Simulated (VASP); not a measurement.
**MoS2 under changes of volume**

One of the cells (17.176 Å³/atom); the others are scaled copies at fixed shape and fractional positions:

```
CELL_PARAMETERS angstrom
3.15580 0.00000 0.00000
-1.57790 2.73300 0.00000
0.00000 0.00000 5.97448
ATOMIC_POSITIONS crystal
Mo 0.00000 0.00000 0.50000
S 0.66667 0.33333 0.76370
S 0.33333 0.66667 0.23630
```

Measurements of this composition are mostly on another form, of space group No. 194.

```yaml
Program: VASP 6.6.1
Functional: PBEsol
Potentials_or_basis: VASP PAW PBE potentials, release 64 (Mo_sv, S)
Cutoff: 520 eV
k_mesh: 8 × 8 × 4
Occupations: fermi-dirac, width 0.05 eV
Spin: no spin polarisation
```

```csv
volume (Å³/atom),energy over the lowest point (meV/atom),pressure (GPa),largest force (eV/Å)
16.489,14.52,6.9,0.683
16.833,?,?,?
17.176,0.00,0.0,0.002
17.520,3.05,-2.9,0.307
17.863,12.03,-5.5,0.589
```

Q: What does the run at 16.833 Å³/atom give?

A: Energy over the lowest point 3.57 meV/atom; pressure 3.3 GPa; largest force 0.327 eV/Å.

Worked out: A Birch-Murnaghan fit of order 2 (a polynomial in V^(-2/3)) to the other rows has its minimum at 17.19 Å³/atom with B0 = V·E''(V) = 154 GPa at fixed shape and positions, which overstates the stiffness. It gives 3.60 meV/atom at 16.833 Å³/atom, against the run's 3.57, and -dE/dV = 3.3 GPa, against 3.3.

Energies are extrapolated to zero smearing.

Caveats: the PAW data sets were made with another functional, which shifts forces and pressure a little; this functional lacks dispersion, which binds the layers, so the pressure and a relaxed spacing across them are unreliable (some runs).
